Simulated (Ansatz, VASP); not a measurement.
**PbSe in VASP and in Ansatz**

```xyz
2
Lattice="0.0000 2.8057 3.6474 2.8057 0.0000 3.6474 2.8057 2.8057 0.0000" Properties=species:S:1:pos:R:3 pbc="T T T"
Pb    0.0000    0.0000    0.0000
Se    2.8057    2.8057    3.6474
```

Alike in both runs: task single point; functional PBE; k mesh 10 × 10 × 10; occupations gaussian, width 0.03 eV; no spin polarisation.

|  | VASP | Ansatz |
| --- | --- | --- |
| version | VASP 6.6.1 | Ansatz 0.2.0 |
| potentials or method | VASP PAW PBE potentials, release 64 (Pb_d, Se) | scalar-relativistic, plane waves, PAW |
| plane-wave cutoff (eV) | 520 | 420 |
| valence electrons in the cell | 20 | 30 |

```csv
,VASP,Ansatz,Ansatz less VASP
gap on the k mesh at the Fermi level (eV),none,none,-
pressure (GPa),10.6,10.6,0.00
largest component of the traceless stress (GPa),14.74,14.70,-0.046
```

A gap of «none» marks a metal or a gap that the smearing closes. With one functional, cell and mesh, what is left measures potentials, basis and numerics. The two sets of potentials don't hold the same shells in valence.

The runs have no spin-orbit coupling, so splittings on Pb are missing.
